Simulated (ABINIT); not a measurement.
# GaN (F-43m) in ABINIT: settings compared

One crystal, GaN, is run at these levels: PBE, LDA; tasks: single point.

Everything below comes from runs of ABINIT 10.8.3 (patched build). Logs are shortened: lines on timing, memory, paths and dates and some standing lists are left out, and cuts for length are marked. The log counts tension as positive stress, the text compression.

**Experimental background.**

A printed reference work, textbook reports, for a bulk crystal of GaN at 0 K: band gap 3.299 eV (direct).

The results are compared with them further down.

## (1) The structure

The structure is cubic, space group F-43m (No. 216). The conventional cell has a = 4.507 Å, b = 4.507 Å, c = 4.507 Å, α = 90.00°, β = 90.00°, γ = 90.00°. Ga (site symmetry -43m) has 4 N at 1.95 Å as nearest neighbours. N (site symmetry -43m) is surrounded by 4 Ga at 1.95 Å.

The cell is a database's computed one.

## (2) Single point, PBE

run.abi

```
# Pseudopotentials
pp_dirpath "./"
pseudos "Ga.upf, N.upf"

# Structure
acell 3.1869311219 3.1869311219 3.1869311219 Angstrom
rprim
     0.0000000000     0.7071067812     0.7071067812
     0.7071067812     0.0000000000     0.7071067812
     0.7071067812     0.7071067812     0.0000000000
ntypat 2
znucl 31 7
natom 2
typat 1 2
xred
     0.0000000000     0.0000000000     0.0000000000
     0.2500000000     0.2500000000     0.2500000000

# Plane-wave basis
ecut 36.0

# k points
kptopt 1
ngkpt 8 8 8
nshiftk 1
shiftk 0.0 0.0 0.0

# Exchange and correlation
ixc 11

# Bands and occupations
nband 13
occopt 3
tsmear 0.00183747

# SCF cycle
nstep 100
tolvrs 1.0e-10

# Output
iomode 3
prtwf 0
prtden 0
prteig 0
prtebands 0
```

Potentials or basis: PseudoDojo NC SR PBE v0.4.1 standard.

Launch:

```
$ abinit run.abi > log 2>&1
```

run.abo:

```text
.Version 10.8.3 of ABINIT
 Symmetries : space group F-4 3 m (#216); Bravais cF (face-center cubic)
================================================================================
 Values of the parameters that define the memory need of the present run
     intxc =       0    ionmov =       0      iscf =       7    lmnmax =       6
     lnmax =       6     mgfft =      36  mpssoang =       3    mqgrid =    3001
     natom =       2  nloc_mem =       1    nspden =       1   nspinor =       1
    nsppol =       1      nsym =      24    n1xccc =    2501    ntypat =       2
    occopt =       3   xclevel =       2
       mpw =        1612          nfft =       46656          nkpt =          29
================================================================================
================================================================================

--------------------------------------------------------------------------------
------------- Echo of variables that govern the present computation ------------
--------------------------------------------------------------------------------
 -outvars: echo values of preprocessed input variables --------
            acell      6.0224270025E+00  6.0224270025E+00  6.0224270025E+00 Bohr
              amu      6.97230000E+01  1.40067400E+01
             ecut      3.60000000E+01 Hartree
              ixc          11
         kptrlatt        8    0    0      0    8    0      0    0    8
          kptrlen      4.81794160E+01
            natom           2
            nband          13
            ngfft          36      36      36
             nkpt          29
            nstep         100
             nsym          24
           ntypat           2
           occopt           3
           prtden           0
        prtebands           0
           prteig           0
            prtwf           0
            rprim      0.0000000000E+00  7.0710678120E-01  7.0710678120E-01
                       7.0710678120E-01  0.0000000000E+00  7.0710678120E-01
                       7.0710678120E-01  7.0710678120E-01  0.0000000000E+00
          spgroup         216
           tolvrs      1.00000000E-10
           tsmear      1.83747000E-03 Hartree
            typat      1  2
           xangst      0.0000000000E+00  0.0000000000E+00  0.0000000000E+00
                       1.1267503038E+00  1.1267503038E+00  1.1267503038E+00
            xcart      0.0000000000E+00  0.0000000000E+00  0.0000000000E+00
                       2.1292494864E+00  2.1292494864E+00  2.1292494864E+00
             xred      0.0000000000E+00  0.0000000000E+00  0.0000000000E+00
                       2.5000000000E-01  2.5000000000E-01  2.5000000000E-01
            znucl       31.00000    7.00000

================================================================================

 chkinp: Checking input parameters for consistency.

================================================================================
== DATASET  1 ==================================================================

--- !DatasetInfo
iteration_state: {dtset: 1, }
dimensions: {natom: 2, nkpt: 29, mband: 13, nsppol: 1, nspinor: 1, nspden: 1, mpw: 1612, }
cutoff_energies: {ecut:  36.0, pawecutdg:  -1.0, }
electrons: {nelect:   1.80000000E+01, charge:   0.00000000E+00, occopt:   3.00000000E+00, tsmear:   1.83747000E-03, }
meta: {optdriver: 0, ionmov: 0, optcell: 0, iscf: 7, paral_kgb: 0, }
...

 Exchange-correlation functional for the present dataset will be:
  GGA: Perdew-Burke-Ernzerhof functional - ixc=11
  J.P.Perdew, K.Burke, M.Ernzerhof, PRL 77, 3865 (1996)

 Real(R)+Recip(G) space primitive vectors, cartesian coordinates (Bohr,Bohr^-1):
 R(1)=  0.0000000  4.2584990  4.2584990  G(1)= -0.1174123  0.1174123  0.1174123
 R(2)=  4.2584990  0.0000000  4.2584990  G(2)=  0.1174123 -0.1174123  0.1174123
 R(3)=  4.2584990  4.2584990  0.0000000  G(3)=  0.1174123  0.1174123 -0.1174123
 Unit cell volume ucvol=  1.5445417E+02 bohr^3
 Angles (23,13,12)=  6.00000000E+01  6.00000000E+01  6.00000000E+01 degrees

 getcut: wavevector=  0.0000  0.0000  0.0000  ngfft=  36  36  36
         ecut(hartree)=     36.000   => boxcut(ratio)=   2.21317

 getcut : COMMENT -
  Note that boxcut > 2.2 ; recall that boxcut=Gcut(box)/Gcut(sphere) = 2
  is sufficient for exact treatment of convolution.
  Such a large boxcut is a waste : you could raise ecut
  e.g. ecut=   44.083054 Hartrees makes boxcut=2

--- Pseudopotential description ------------------------------------------------
- pspini: atom type   1  psp file is ./Ga.upf
12 -101130 2 -1 1902                          pspcod,pspxc,lmax,lloc,mmax
     nproj     2     2     2

- pspini: atom type   2  psp file is ./N.upf
12 -101130 1 -1 1058                          pspcod,pspxc,lmax,lloc,mmax
     nproj     2     2     0

   5.38269495E+02                                ecore*ucvol(ha*bohr**3)
--------------------------------------------------------------------------------

================================================================================

--- !BeginCycle
iteration_state: {dtset: 1, }
solver: {iscf: 7, nstep: 100, nline: 4, wfoptalg: 0, }
tolerances: {tolvrs: 1.00E-10, }
...

     iter   Etot(hartree)      deltaE(h)  residm     vres2
 ETOT  1  -86.216049038404    -8.622E+01 6.477E-01 7.000E+02
 ETOT  2  -86.733016518722    -5.170E-01 8.623E-02 7.036E+02
 ETOT  3  -86.878794983334    -1.458E-01 2.046E-02 1.126E+00
 ETOT  4  -86.879086045285    -2.911E-04 9.682E-03 1.281E-01
 ETOT  5  -86.879106407777    -2.036E-05 2.725E-03 1.044E-02
 ETOT  6  -86.879109154558    -2.747E-06 2.992E-03 3.932E-04
 ETOT  7  -86.879109174147    -1.959E-08 6.786E-04 3.673E-05
 ETOT  8  -86.879109181713    -7.567E-09 8.671E-04 6.897E-07
 ETOT  9  -86.879109181805    -9.193E-11 1.506E-04 1.815E-08
 ETOT 10  -86.879109181809    -3.553E-12 1.885E-04 2.526E-10
 ETOT 11  -86.879109181809    -5.542E-13 3.064E-05 5.077E-13

 At SCF step   11       vres2   =  5.08E-13 < tolvrs=  1.00E-10 =>converged.

 Cartesian components of stress tensor (hartree/bohr^3)
  sigma(1 1)= -1.05801008E-04  sigma(3 2)=  0.00000000E+00
  sigma(2 2)= -1.05801008E-04  sigma(3 1)=  0.00000000E+00
  sigma(3 3)= -1.05801008E-04  sigma(2 1)=  0.00000000E+00

--- !ResultsGS
iteration_state: {dtset: 1, }
comment   : Summary of ground state results
lattice_vectors:
- [  0.0000000,   4.2584990,   4.2584990, ]
- [  4.2584990,   0.0000000,   4.2584990, ]
- [  4.2584990,   4.2584990,   0.0000000, ]
lattice_lengths: [   6.02243,    6.02243,    6.02243, ]
lattice_angles: [ 60.000,  60.000,  60.000, ] # degrees, (23, 13, 12)
lattice_volume:   1.5445417E+02
convergence: {deltae: -5.542E-13, res2:  5.077E-13, residm:  3.064E-05, diffor: null, }
etotal    :  -8.68791092E+01
entropy   :   0.00000000E+00
fermie    :   2.29132791E-01
cartesian_stress_tensor: # hartree/bohr^3
- [ -1.05801008E-04,   0.00000000E+00,   0.00000000E+00, ]
- [  0.00000000E+00,  -1.05801008E-04,   0.00000000E+00, ]
- [  0.00000000E+00,   0.00000000E+00,  -1.05801008E-04, ]
pressure_GPa:   3.1128E+00
xred      :
- [  0.0000E+00,   0.0000E+00,   0.0000E+00, Ga]
- [  2.5000E-01,   2.5000E-01,   2.5000E-01,  N]
cartesian_forces: # hartree/bohr
- [  1.26459827E-28,   1.26459827E-28,  -3.79379482E-28, ]
- [ -1.26459827E-28,  -1.26459827E-28,   3.79379482E-28, ]
force_length_stats: {min:   4.19419798E-28, max:   4.19419798E-28, mean:   4.19419798E-28, }
...

 Integrated electronic density in atomic spheres:
 ------------------------------------------------
 Atom  Sphere_radius  Integrated_density
    1        2.00000         10.87857151
    2        2.00000          5.22977148
================================================================================

 ----iterations are completed or convergence reached----

 Mean square residual over all n,k,spin=   13.205E-08; max=  30.641E-06
 reduced coordinates (array xred) for    2 atoms
       0.000000000000      0.000000000000      0.000000000000
       0.250000000000      0.250000000000      0.250000000000
 rms dE/dt=  1.5232E-27; max dE/dt=  2.1541E-27; dE/dt below (all hartree)
    1       0.000000000000      0.000000000000     -0.000000000000
    2       0.000000000000      0.000000000000      0.000000000000

 cartesian coordinates (angstrom) at end:
    1      0.00000000000000     0.00000000000000     0.00000000000000
    2      1.12675030375641     1.12675030375641     1.12675030375641

 cartesian forces (hartree/bohr) at end:
    1      0.00000000000000     0.00000000000000    -0.00000000000000
    2     -0.00000000000000    -0.00000000000000     0.00000000000000
 frms,max,avg= 2.4215213E-28 3.7937948E-28   0.000E+00  0.000E+00  0.000E+00 h/b

 cartesian forces (eV/Angstrom) at end:
    1      0.00000000000000     0.00000000000000    -0.00000000000000
    2     -0.00000000000000    -0.00000000000000     0.00000000000000
 frms,max,avg= 1.2451963E-26 1.9508477E-26   0.000E+00  0.000E+00  0.000E+00 e/A
 length scales=  6.022427002523  6.022427002523  6.022427002523 bohr
              =  3.186931121900  3.186931121900  3.186931121900 angstroms
 Fermi (or HOMO) energy (hartree) =   0.22913   Average Vxc (hartree)=  -0.43122
 Eigenvalues (hartree) for nkpt=  29  k points:
 kpt#   1, nband= 13, wtk=  0.00195, kpt=  0.0000  0.0000  0.0000 (reduced coord)
  -0.38894   -0.30297   -0.30297   -0.30297   -0.29172   -0.29172    0.19558    0.19558
   0.19558    0.26021    0.57616    0.57616    0.57616
      occupation numbers for kpt#   1
   2.00000    2.00000    2.00000    2.00000    2.00000    2.00000    2.00000    2.00000
   2.00000    0.00000    0.00000    0.00000    0.00000
 prteigrs : prtvol=0 or 1, do not print more k-points.

--- !EnergyTerms
iteration_state     : {dtset: 1, }
comment             : Components of total free energy in Hartree
kinetic             :  7.01233674647847E+01
hartree             :  2.18369777842532E+01
xc                  : -2.40673248148506E+01
Ewald energy        : -5.83371585173986E+01
psp_core            :  3.48497872805602E+00
local_psp           : -6.05026232352654E+01
non_local_psp       : -3.94173265913765E+01
internal            : -8.68791091817971E+01
'-kT*entropy'       : -1.22745772499314E-11
total_energy        : -8.68791091818094E+01
total_energy_eV     : -2.36410099665297E+03
band_energy         : -3.09721341300443E+00
...

 Cartesian components of stress tensor (hartree/bohr^3)
  sigma(1 1)= -1.05801008E-04  sigma(3 2)=  0.00000000E+00
  sigma(2 2)= -1.05801008E-04  sigma(3 1)=  0.00000000E+00
  sigma(3 3)= -1.05801008E-04  sigma(2 1)=  0.00000000E+00

-Cartesian components of stress tensor (GPa)         [Pressure=  3.1128E+00 GPa]
- sigma(1 1)= -3.11277313E+00  sigma(3 2)=  0.00000000E+00
- sigma(2 2)= -3.11277313E+00  sigma(3 1)=  0.00000000E+00
- sigma(3 3)= -3.11277313E+00  sigma(2 1)=  0.00000000E+00

== END DATASET(S) ==============================================================
================================================================================

 -outvars: echo values of variables after computation  --------
            acell      6.0224270025E+00  6.0224270025E+00  6.0224270025E+00 Bohr
           etotal     -8.6879109182E+01
            fcart      1.2645982729E-28  1.2645982729E-28 -3.7937948188E-28
                      -1.2645982729E-28 -1.2645982729E-28  3.7937948188E-28
            rprim      0.0000000000E+00  7.0710678120E-01  7.0710678120E-01
                       7.0710678120E-01  0.0000000000E+00  7.0710678120E-01
                       7.0710678120E-01  7.0710678120E-01  0.0000000000E+00
           strten     -1.0580100825E-04 -1.0580100825E-04 -1.0580100825E-04
                       0.0000000000E+00  0.0000000000E+00  0.0000000000E+00
           xangst      0.0000000000E+00  0.0000000000E+00  0.0000000000E+00
                       1.1267503038E+00  1.1267503038E+00  1.1267503038E+00
             xred      0.0000000000E+00  0.0000000000E+00  0.0000000000E+00
                       2.5000000000E-01  2.5000000000E-01  2.5000000000E-01
 Calculation completed.
```

Run time: 22 s. Hardware: 1 thread of Intel Xeon at 2.70GHz, shared host; peak memory 0.07 GiB.

Results:

* Free energy: -2364.1010 eV
* Band gap on the k mesh: 1.76 eV, direct
* Valence electrons inside the program's atomic spheres: Ga 10.88; N 5.23

Levels at points of the mesh, in eV from the valence-band top:
```csv
k point,band 5,band 6,band 7,band 8,band 9,band 10,band 11,band 12,band 13
"(0.00, 0.00, 0.00)",-13.26,-13.26,0.00,0.00,0.00,1.76,10.36,10.36,10.36
"(0.50, 0.00, 0.00)",-13.21,-11.95,-7.02,-0.96,-0.96,4.67,8.74,10.40,10.40
"(0.50, 0.50, 0.00)",-13.18,-11.51,-6.11,-2.69,-2.69,3.38,6.69,11.72,13.96
```

Caveat: the cutoff is too short for stress, so the log's stress isn't used. PBE gaps usually lie below the measured ones, often by a third to a half.

## (3) Single point, LDA

run.abi

```
pp_dirpath "./"
pseudos "Ga.upf, N.upf"

acell 6.0224269985 6.0224269985 6.0224269985
rprim
     0.0000000000     0.7071067812     0.7071067812
     0.7071067812     0.0000000000     0.7071067812
     0.7071067812     0.7071067812     0.0000000000
ntypat 2
znucl 31 7
natom 2
typat 1 2
xred
     0.0000000000     0.0000000000     0.0000000000
     0.2500000000     0.2500000000     0.2500000000

ecut 1142.878222 eV

kptopt 1
ngkpt 8 8 8
nshiftk 1
shiftk 0.0 0.0 0.0

ixc 7

nband 13
occopt 3
tsmear 0.00183747

nstep 100
tolvrs 1.0e-10

iomode 3
prtwf 0
prtden 0
prteig 0
prtebands 0
enunit 2
```

Potentials or basis: PseudoDojo NC SR LDA v0.4.1 standard.

Launch:

```
$ mpirun --bind-to none -np 4 abinit run.abi > log 2>&1
```

It took 8 s on 4 MPI ranks of Arm Neoverse V1, shared host; peak memory 0.24 GiB.

The run converged. Its results:

```yaml
Free_energy: -2361.2392 eV
Pressure: -6.8 GPa
Band_gap_on_the_k_mesh: 1.77 eV, direct
Valence_electrons_inside_the_program's_atomic_spheres: Ga 10.90; N 5.19
```

Levels at points of the mesh, in eV from the valence-band top:
```csv
k point,band 7,band 8,band 9,band 10,band 11,band 12
"(0.00, 0.00, 0.00)",0.00,0.00,0.00,1.77,10.16,10.16
"(0.50, 0.00, 0.00)",-7.11,-0.98,-0.98,4.56,8.61,10.24
"(0.50, 0.50, 0.00)",-6.21,-2.72,-2.72,3.29,6.50,11.51
```

## (4) Single point, PBE

Edit run.abi of step 3 so:

```diff
@@ -1 +1,2 @@
+# Pseudopotentials
 pp_dirpath "./"
@@ -3,3 +4,4 @@
 
-acell 6.0224269985 6.0224269985 6.0224269985
+# Structure
+acell 3.1869311219 3.1869311219 3.1869311219 Angstrom
 rprim
@@ -16,4 +18,6 @@
 
-ecut 1142.878222 eV
+# Plane-wave basis
+ecut 979.609905 eV
 
+# k points
 kptopt 1
@@ -23,4 +27,6 @@
 
-ixc 7
+# Exchange and correlation
+ixc 11
 
+# Bands and occupations
 nband 13
@@ -29,2 +35,3 @@
 
+# SCF cycle
 nstep 100
@@ -32,2 +39,3 @@
 
+# Output
 iomode 3
@@ -37,2 +45 @@
 prtebands 0
-enunit 2
```

Potentials or basis: PseudoDojo NC SR PBE v0.4.1 standard.

Launch:

```
$ abinit run.abi > log 2>&1
```

It took 19 s on 1 thread of Arm Neoverse V2, shared host; peak memory 0.07 GiB.

The run converged. Its results:

```
Free energy                                           : -2364.1010 eV
Band gap on the k mesh                                : 1.76 eV, direct
Valence electrons inside the program's atomic spheres : Ga 10.88; N 5.23
```

Levels at points of the mesh, in eV from the valence-band top:
| k point | band 6 | band 7 | band 8 | band 9 | band 10 | band 11 | band 12 | band 13 |
| --- | --- | --- | --- | --- | --- | --- | --- | --- |
| (0.00, 0.00, 0.00) | -13.26 | 0.00 | 0.00 | 0.00 | 1.76 | 10.36 | 10.36 | 10.36 |
| (0.50, 0.00, 0.00) | -11.95 | -7.02 | -0.96 | -0.96 | 4.67 | 8.74 | 10.40 | 10.40 |
| (0.50, 0.50, 0.00) | -11.51 | -6.11 | -2.69 | -2.69 | 3.38 | 6.69 | 11.72 | 13.96 |

Caveat: the cutoff is too short for stress, so the log's stress isn't used.

## (5) Comparison with measurements

Step 3. A measured gap of GaN is 3.299 eV (direct; 0 K; a printed reference work, textbook); the calculated 1.77 eV misses it by -1.53 eV. Spin-orbit coupling on Ga is left out. The value is that of LDA, without temperature or zero-point motion. Semilocal functionals fall short of measured gaps as a rule. The cell is a database's relaxed one, not the measured one, which moves gaps too.
